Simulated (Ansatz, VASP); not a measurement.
TaSi3: VASP beside Ansatz

```
Ta Si
1.0
     0.00000    4.18004    4.18004
     4.18004    0.00000    4.18004
     4.18004    4.18004    0.00000
Ta Si
2 6
Direct
  0.50000 0.50000 0.50000
  0.25000 0.25000 0.25000
  0.20600 0.79400 0.79400
  0.79400 0.20600 0.20600
  0.79400 0.20600 0.79400
  0.20600 0.79400 0.20600
  0.79400 0.79400 0.20600
  0.20600 0.20600 0.79400
```

Alike in both runs: functional PBE; k mesh 4 × 4 × 4; occupations gaussian, width 0.1 eV; no spin polarisation.

Ansatz relaxed the structure, and its values are those at the end. VASP's run is a single point on that final structure, the one shown.

|  | VASP | Ansatz |
| --- | --- | --- |
| version | VASP 6.6.1 | Ansatz 0.2.0 |
| potentials or method | VASP PAW PBE potentials, release 64 (Ta_pv, Si) | scalar-relativistic, plane waves, PAW |
| plane-wave cutoff (eV) | 520 | 420 |
| valence electrons in the cell | 46 | 50 |

|  | VASP | Ansatz | Ansatz less VASP |
| --- | --- | --- | --- |
| gap on the k mesh at the Fermi level (eV) | none | none | - |
| pressure (GPa) | -0.1 | -0.1 | +0.01 |
| rms of the force components (eV/Å) | 0.020 | 0.005 | -0.0153 |

A gap of «none» marks a metal or a gap that the smearing closes. The two sets of potentials don't hold the same shells in valence.

Spin-orbit coupling is left out, which matters for the levels of Ta.
